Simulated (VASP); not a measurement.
NaI, 2 atoms in the cell. Symmetry: Fm-3m, No. 225, cubic system. Conventional cell: a = 6.473 Å, b = 6.473 Å, c = 6.473 Å, α = 90.00°, β = 90.00°, γ = 90.00°. Around I (site symmetry m-3m) lie 6 Na at 3.24 Å. Na (site symmetry m-3m) is surrounded by 6 I at 3.24 Å. 

```yaml
Program: VASP 6.6.1
Task: elastic constants
Functional: PBE
Potentials_or_basis: VASP PAW PBE potentials, release 64 (I, Na_pv)
Cutoff: 600 eV
k_mesh: 5 × 5 × 5
Occupations: fermi-dirac, width 0.05 eV
Spin: no spin polarisation
Ions_in_elastic_constants: relaxed
Further_INCAR_settings: ALGO = Normal; EDIFF = 1e-08; IBRION = 6; POTIM = 0.015; NSW = 1; ISIF = 3
```

Potentials or basis: VASP PAW PBE potentials, release 64 (I, Na_pv).

Run with:

```sh
$ cat potpaw_PBE.64/I/POTCAR potpaw_PBE.64/Na_pv/POTCAR > POTCAR
$ cp INCAR.step1 INCAR
$ mpirun -np 1 vasp_std > vasp.out
$ cp CONTCAR POSCAR
$ cp INCAR.step2 INCAR
$ mpirun -np 1 vasp_std > vasp.out
```

Hardware: 1 thread of Intel(R) Xeon(R) 6975P-C (Granite Rapids), on a shared host.

How long does it take, and how much memory?

It took 3.5 min on 1 thread of Intel(R) Xeon(R) 6975P-C (Granite Rapids), with other jobs on the host, peak memory 0.28 GiB. Counts: scf iterations 191, k points 10, ion steps 4.
